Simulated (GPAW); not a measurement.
Runs of GPAW 26.7.0 on Mg. The structure is hexagonal, space group P6_3/mmc (No. 194). Conventional cell: a = 3.209 Å, b = 3.209 Å, c = 5.210 Å, α = 90.00°, β = 90.00°, γ = 120.00°. Mg (site symmetry -6m2) has 12 Mg at 3.20 to 3.21 Å as nearest neighbours. 

```csv
task,level,potentials or basis,cell,band path,band points,optimizer,fmax,max steps,gap on the mesh (eV),pressure (GPa)
band structure,PBE,"PAW data sets generated in the run's folder for this functional, pw",as given,"GMKGALHA,LM,KH",100,-,-,-,-,(a)
relaxation of cell and atoms,r2SCAN+D3(BJ),"GPAW PAW data sets (gpaw-data 1.2.1), pw",relaxed,-,-,FIRE,0.05 eV/Å,100,none,0.1
relaxation of cell and atoms,AM05,"PAW data sets generated in the run's folder for this functional, pw",relaxed to 20 GPa,-,-,BFGS,0.01 eV/Å,100,none,20.1
band structure,r2SCAN,"GPAW PAW data sets (gpaw-data 1.2.1), pw",as given,"GMKGALHA,LM,KH",60,-,-,-,-,-0.7
```

Alike in all rows: no spin polarisation; k mesh 7 × 7 × 4; cutoff (eV) 800; smearing fermi-dirac 0.05 eV.

Task: Fill in the values left out.

Result: (a) -0.3.

Caveats: later steps reuse the first step's grids (some runs); the PAW data sets were made with another functional, which shifts forces and pressure a little (some runs); pairwise dispersion overbinds metals, which lowers pressure and volume (some runs).

A gap of «none» marks a metal or a gap under the smearing width.
